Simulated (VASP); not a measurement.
**MgO in VASP 6.6.1, single-point calculation**

INCAR

```
EDIFF = 1E-7
NSW = 0
PREC = Accurate
MAGMOM = 1
ALGO = Normal
IBRION = -1
ISPIN = 2
METAGGA = R2SCAN
LASPH = .TRUE.
LREAL = .FALSE.
SIGMA = 0.01
LCHARG = .FALSE.
ISMEAR = 0
NELM = 56
ISIF = 2
LWAVE = .FALSE.
NBANDS = 11
ENCUT = 520
```

KPOINTS

```
KPOINTS created by Atomic Simulation Environment
0
Gamma
10 10 10
0 0 0
```

POSCAR

```
Mg O
 1.0000000000000000
     0.0000000000000000    2.0601240670999998    2.0601240670999998
     2.0601240670999998    0.0000000000000000    2.0601240670999998
     2.0601240670999998    2.0601240670999998    0.0000000000000000
 Mg  O
   1   1
Cartesian
  0.0000000000000000  0.0000000000000000  0.0000000000000000
  2.0601240670999998  2.0601240670999998  2.0601240670999998
```

The recommended PBE PAW datasets give the neutral cell 8 valence electrons.

Command

```
mpirun -np 1 vasp_std
```

Standard output (part)

```
POSCAR found type information on POSCAR MgO
 POSCAR found :  2 types and       2 ions
|     EEEEEEE  RRRRRR   RRRRRR   OOOOOOO  RRRRRR      ###     ###     ###     |
|     E        R     R  R     R  O     O  R     R     ###     ###     ###     |
|     E        R     R  R     R  O     O  R     R     ###     ###     ###     |
|     EEEEE    RRRRRR   RRRRRR   O     O  RRRRRR       #       #       #      |
|     E        R    R   R    R   O     O  R    R      ###     ###     ###     |
|     EEEEEEE  R     R  R     R  OOOOOOO  R     R     ###     ###     ###     |
|     ERROR: You have set 1 value(s) for MAGMOM; however for                  |
|     spin-polarized calculations (ISPIN=2), MAGMOM has to be a list of       |
|     NIONS values. NIONS=2 in your calculation.                              |
|       ---->  I REFUSE TO CONTINUE WITH THIS SICK JOB ... BYE!!! <----       |
```

VASP stopped before the first electronic step.

Problem. Find the fault in these files.

Solution. Too few starting moments. VASP stopped before the first electronic step.
